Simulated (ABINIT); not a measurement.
Ga:

```
Ga
1.0
     1.38300   -4.02650    0.00000
     1.38300    4.02650    0.00000
    -0.11745    0.00000    3.32993
Ga
2
Direct
  0.13100 0.86900 0.75000
  0.86900 0.13100 0.25000
```

This isn't the form of Ga at room conditions, which is orthorhombic.

* Program: ABINIT 10.8.3 (patched build)
* Task: relaxation of cell and atoms
* Functional: PBE
* Dispersion: D3
* Potentials or basis: JTH PAW PBE v2.0
* Cutoff: 463 eV
* k mesh: 6 × 6 × 5
* Occupations: fermi-dirac, width 0.05 eV
* Spin: no spin polarisation

At the start: pressure 0.3 GPa; volume 18.54 Å³/atom.

Q: Where does the relaxation end?

A: Over 6 steps the energy falls by 27.7 meV/atom and the volume is 18.79 Å³/atom (+1.3 %); space group C2/c (No. 15, to 0.05 Å).

The path:
```csv
step,energy change (eV),largest force (eV/Å),pressure (GPa),volume (Å³)
1,0.0000,0.1985,0.26,37.09
2,-0.0035,0.1832,0.24,37.11
3,-0.0499,0.2129,-0.29,37.77
4,-0.0509,0.1070,-0.26,37.65
5,-0.0529,0.1090,-0.25,37.65
6,-0.0554,0.0377,-0.13,37.58
```

Final structure:
```cif
data_structure
_symmetry_space_group_name_H-M 'P 1'
_symmetry_Int_Tables_number 1
_cell_length_a 4.1379
_cell_length_b 4.1379
_cell_length_c 3.2838
_cell_angle_alpha 90.245
_cell_angle_beta 90.245
_cell_angle_gamma 138.061
_cell_volume 37.58
loop_
_atom_site_label
_atom_site_type_symbol
_atom_site_fract_x
_atom_site_fract_y
_atom_site_fract_z
_atom_site_occupancy
Ga1 Ga 0.13884 0.86116 0.75000 1
Ga2 Ga 0.86116 0.13884 0.25000 1
```

Caveat: the k mesh is coarse (spacing up to 0.40 Å⁻¹), so the values aren't converged; the log and the count of SCF iterations are those of the last ABINIT call alone; pairwise dispersion overbinds metals, which lowers pressure and volume.
